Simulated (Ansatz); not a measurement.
Bi:

```
Bi
1.0
     3.48860   -3.13258    0.00000
     3.48860    3.13258    0.00000
    -1.26023    0.00000    3.11355
Bi
2
Direct
  0.75306 0.75306 0.85738
  0.24694 0.24694 0.14262
```

This isn't the form of Bi at room conditions, which is rhombohedral.

Program: Ansatz 0.2.0. Alike in all runs: potentials or basis Ansatz PAW; no spin polarisation; cell as given; cutoff (eV) 420; smearing fermi-dirac 0.05 eV. Hardware: 2 threads of Arm Neoverse V1 (shared host).

Q: Order these runs on this cell by their wall time, lowest first.
A. task projected density of states; level PBE0; k mesh 4 × 4 × 5; mesh quality coarse
B. task projected density of states; level PBEsol; k mesh 4 × 4 × 5; mesh quality coarse
C. task band structure; level PBEsol; k mesh 6 × 6 × 9; points for each segment of the path 14; mesh quality not flagged

A: B (4.2 s), C (9.6 s), A (38 s).

Caveats: some runs use coarse meshes; spin-orbit coupling is left out, which moves the levels of the heavy elements.

Not every run made on this cell is shown here.
